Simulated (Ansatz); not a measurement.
# BN at 15 GPa: from Born charge to LO–TO splitting and polaron coupling

Computed with Ansatz, DFT PBEsol, scalar-relativistic, plane waves, PAW. Cutoff 420 eV, 12×12×12 k-points (Γ-centred), fixed occupations. No spin polarisation. Phonons by linear response, acoustic sum rule imposed.

The cell, relaxed at 15 GPa:
```
B N
1.0
     0.00000    1.78111    1.78111
     1.78111    0.00000    1.78111
     1.78111    1.78111    0.00000
B N
1 1
Cartesian
  0.0000 0.0000 0.0000
  2.6717 2.6717 2.6717
```

Linear response gives ν_TO = 1094.4 cm⁻¹, Born charges ±1.885 e (positive on B) and ε∞ = 4.597. The primitive cell holds 11.301 Å³, and the masses are 10.810 and 14.007 amu.

Task: Find ν_LO and the static dielectric constant.

Result: The long-wave field adds a restoring force: ω_LO² − ω_TO² = Z*²e²/(ε_vac ε∞ μV). In these units ν_LO² − ν_TO² = 4.92064×10⁷ Z*²/(μ V ε∞) cm⁻², with μ = m₁m₂/(m₁ + m₂) = 6.101 amu: 551432 cm⁻². So ν_LO = √(1094.4² + 551432) = 1322.6 cm⁻¹, and the run gives 1322.5. Lyddane–Sachs–Teller then gives ε0 = ε∞ (ν_LO/ν_TO)² = 6.71, against 6.71 in the run (it forms both from the same three quantities, so the match checks the arithmetic only). Between ν_TO and ν_LO the dielectric function is negative and an undamped crystal reflects fully: a reststrahlen band from 7.6 to 9.1 μm.

Task: What do the Clausius–Mossotti polarisability and the Szigeti charge come to?

Result: With the Lorentz local field, α = (3V/4π)(ε∞ − 1)/(ε∞ + 2) = 1.47 Å³ for the pair, and e_S = 3Z*/(ε∞ + 2) = 0.86 e. The Born charge includes the electrons' response to the dipole's own local field, and e_S takes that enhancement out. The Lorentz field assumes point-like polarisable ions, a poor picture once ε∞ is this large, since the electron clouds then overlap or are shared, so both numbers are formal here.

Task: How strongly does a slow electron couple to the LO mode?

Result: For one isotropic parabolic band, Fröhlich's constant is α_F = (1/ε∞ − 1/ε0) √(m* Ry/ħω_LO), with Ry = 13.606 eV, ħω_LO = 164.0 meV and m* in free-electron masses: α_F = 0.0686 × 9.11 × √m* = 0.62 √m*. The band mass isn't part of this run; for m* = 0.1, 0.3 and 1 it gives 0.20, 0.34, 0.62. In weak coupling the polaron lies α_F ħω_LO below the band edge (56 meV at m* = 0.3) with a mass m*(1 + α_F/6); past α_F of about 5 or 6 that expansion fails. A semilocal functional's ε∞ tends to be too large, which taken alone lowers α_F.

Cost: 1 run of about 0.12 core-minutes, on Intel Xeon 6975P-C (Granite Rapids) (shared hosts).

The numbers describe a polar covalent crystal with a stiff lattice. The Born charge of ±1.885 e measures how charge flows along the B–N bonds as the atoms move, not a static ionic charge. Together with the light atoms and small cell, it produces the wide gap between ν_TO and ν_LO. The static dielectric constant has a different dependence: the reduced mass cancels from the lattice contribution, leaving the Born charge, the cell volume and the short-range force constant. Strong, directional sp³ bonds resist the polar displacement, so ε0 rises only to 6.71 from an ε∞ of 4.597, despite the large splitting.

The same modest ionic screening, combined with a high LO phonon energy, keeps the Fröhlich coupling weak for all the trial masses. In zincblende BN, however, the conduction-band minimum lies near X and has anisotropic valleys, while the valence-band top is degenerate. The single-mass estimate therefore suggests weak long-range coupling for electrons but doesn't establish a hole polaron's binding energy or rule out self-trapping through short-range distortion.
